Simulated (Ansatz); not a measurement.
# Ni: the cost of one run

Program: Ansatz 0.2.0. Level of theory: DFT PBE, scalar-relativistic, plane waves, PAW. These are calculated values, not measurements.

2 further runs of the same task are left out: 2 set aside as unsound or not needed.

## (1) The structure to begin with

Symmetry: Fm-3m, No. 225, cubic system. Conventional cell: a = 3.518 Å, b = 3.518 Å, c = 3.518 Å, α = 90.00°, β = 90.00°, γ = 90.00°. Ni (site symmetry m-3m) is surrounded by 12 Ni at 2.49 Å.

As a file:

```cif
data_structure
_symmetry_space_group_name_H-M 'P 1'
_symmetry_Int_Tables_number 1
_cell_length_a 2.4879
_cell_length_b 2.4879
_cell_length_c 2.4879
_cell_angle_alpha 60.000
_cell_angle_beta 60.000
_cell_angle_gamma 60.000
_cell_volume 10.89
loop_
_atom_site_label
_atom_site_type_symbol
_atom_site_fract_x
_atom_site_fract_y
_atom_site_fract_z
_atom_site_occupancy
Ni1 Ni 0.00000 0.00000 0.00000 1
```

This cell was relaxed beforehand with the same method: volume 10.89 Å³/atom, gap on the mesh none (metal), site moments up to 0.7 μB.

## (2) Next: the [001] wire, 8 host atoms a period

The wire is cut from the relaxed crystal, periodic along c with vacuum across. Atoms and period relax; energies count from the bulk, -5839.7214 eV an atom.

The cell holds 8 Ni: a = 14.300 Å, b = 12.800 Å, c = 3.518 Å, α = 90.00°, β = 90.00°, γ = 90.00°.

## (3) Relaxing it

Pressure and volume refer to the whole cell with its vacuum; only the period along c may change.

The input, input.yaml:

```yaml
crystal:
  lattice:
    - [14.3, 0.0, 0.0]
    - [0.0, 12.8, 0.0]
    - [0.0, 0.0, 3.5184756903]
  atoms:
    - { symbol: Ni, position: [0.3154645617, 0.5, 0.0], spin: 0.75 }
    - { symbol: Ni, position: [0.5615118128, 0.5, 0.0], spin: 0.75 }
    - { symbol: Ni, position: [0.5615118128, 0.3625595433, 0.5], spin: 0.75 }
    - { symbol: Ni, position: [0.5615118128, 0.6374404567, 0.5], spin: 0.75 }
    - { symbol: Ni, position: [0.4384881872, 0.5, 0.5], spin: 0.75 }
    - { symbol: Ni, position: [0.6845354383, 0.5, 0.5], spin: 0.75 }
    - { symbol: Ni, position: [0.4384881872, 0.3625595433, 0.0], spin: 0.75 }
    - { symbol: Ni, position: [0.4384881872, 0.6374404567, 0.0], spin: 0.75 }
basis:
  ecutwfc: 420
kpoints:
  mp_grid: { grid: [1, 1, 15] }
hamiltonian:
  xc: pbe
scf:
  occupations: { method: gaussian, width: 0.05 }
output:
  forces: true
  stress: true
  eigenvalues: true
  populations: true
  write_density: true
  write_potential: true
  elf: true
  volumetric_format: npy
magnetization:
  spin_polarized: true
relax:
  adjacent_minimum: "off"
  f_tol: 0.02
  max_steps: 45
  cell: { fix: [a, b, alpha, beta, gamma], stress_tol: 0.03 }
```

Started as:

```
$ ansatz run input.yaml --threads 4 --pin off --max-ram 11264MiB --backend cpu --events-out ev --progress --plain --runs-dir out
```

What time and memory should one allow on 4 threads of Arm Neoverse V2, shared host?

About 6.5 min, with a peak of 1.8 GiB.
